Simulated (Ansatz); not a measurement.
The system is HfN.

```xyz
2
Lattice="0.0000 2.2560 2.2560 2.2560 0.0000 2.2560 2.2560 2.2560 0.0000" Properties=species:S:1:pos:R:3 pbc="T T T"
Hf    0.0000    0.0000    0.0000
N     2.2560    2.2560    2.2560
```

Program: Ansatz 0.2.0. Alike in all runs: potentials or basis Ansatz PAW; no spin polarisation; cell as given; cutoff (eV) 420; smearing fermi-dirac 0.05 eV. Hardware: 2 threads of Intel(R) Xeon(R) Platinum 8488C (Sapphire Rapids), with other jobs on the host.

Task: Order these runs on this cell by their wall time, lowest first.
A. task band structure; level PBEsol+U; U Hf d U = 2 eV; k mesh 10 × 10 × 10; points for each segment of the path 14; hubbard projectors ortho-atomic (the default); double counting fll (the default); mesh quality not flagged
B. task projected density of states; level PBEsol; k mesh 6 × 6 × 6; mesh quality coarse
C. task projected density of states; level HSE06; k mesh 6 × 6 × 6; mesh quality coarse

Result: B (1.2 s), A (2.8 s), C (24 s).

Caveats: some runs use coarse meshes; spin-orbit coupling is left out, which moves the levels of the heavy elements (some runs); U without spin polarisation on a metal has little footing (some runs).
